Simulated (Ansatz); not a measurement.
# N started on a C site in diamond, 128 atoms, charge 0

All numbers come from Ansatz (PAW, plane waves, no spin–orbit coupling) at the single k point (¼, ¼, ¼) without its symmetry partners. The atoms were relaxed with PBEsol in a fixed cell; other functionals are single points on those atoms unless said otherwise. The valence top and gap of the host come from its small cell on a dense mesh, with the band extrema sought between the mesh points, lined up by the mean potential, PBEsol gap 4.03 eV, HSE06 gap 5.31 eV.

Cell: a = 10.052 Å, b = 10.052 Å, c = 10.052 Å, α = 60.00°, β = 60.00°, γ = 60.00°.

Nearest atoms after relaxation, from the placed atom (for vacancies from the middle of the vacant sites): C at 1.47 Å, C at 1.47 Å, C at 1.47 Å, C at 1.99 Å, C at 2.37 Å, C at 2.37 Å, C at 2.37 Å, C at 2.50 Å.

Chemical potentials μ are those of reference phases of the elements at zero temperature by the same functional (the usual solids, diamond for C, grey Sn, and the molecules H2, N2, O2, F2, Cl2, Br2 and S8).

| functional | E(defect) − E(host) − Σ nμ + q·E_VBM (eV) | monopole (eV) | alignment (eV) | formation energy at E_F = VBM (eV) | moment (μB) | wall time, shared host |
| --- | --- | --- | --- | --- | --- | --- |
| PBEsol | 3.53 | 0.00 | 0.00 | 3.53 | 1.0 | 12 s on NVIDIA GB200 (relaxation) |

Estimate the formation energy and moment that HSE06 gives on these atoms.

3.98 eV at E_F = VBM, moment 1.0 μB.

HSE06 one-electron levels near the gap (the ten most localised at most), from the host's valence top:

| level (eV) | spin | filling | atoms sharing it | element of the atom with most weight |
| --- | --- | --- | --- | --- |
| -0.29 | up | 1.00 | 125.6 | spread |
| -0.29 | down | 1.00 | 125.8 | spread |
| -0.22 | up | 1.00 | 117.7 | spread |
| -0.15 | down | 1.00 | 94.1 | spread |
| 2.36 | up | 1.00 | 4.5 | C |
| 4.85 | down | 0.00 | 8.2 | C |

One k point and a cell of this size can leave errors of several tenths of an eV in such numbers.
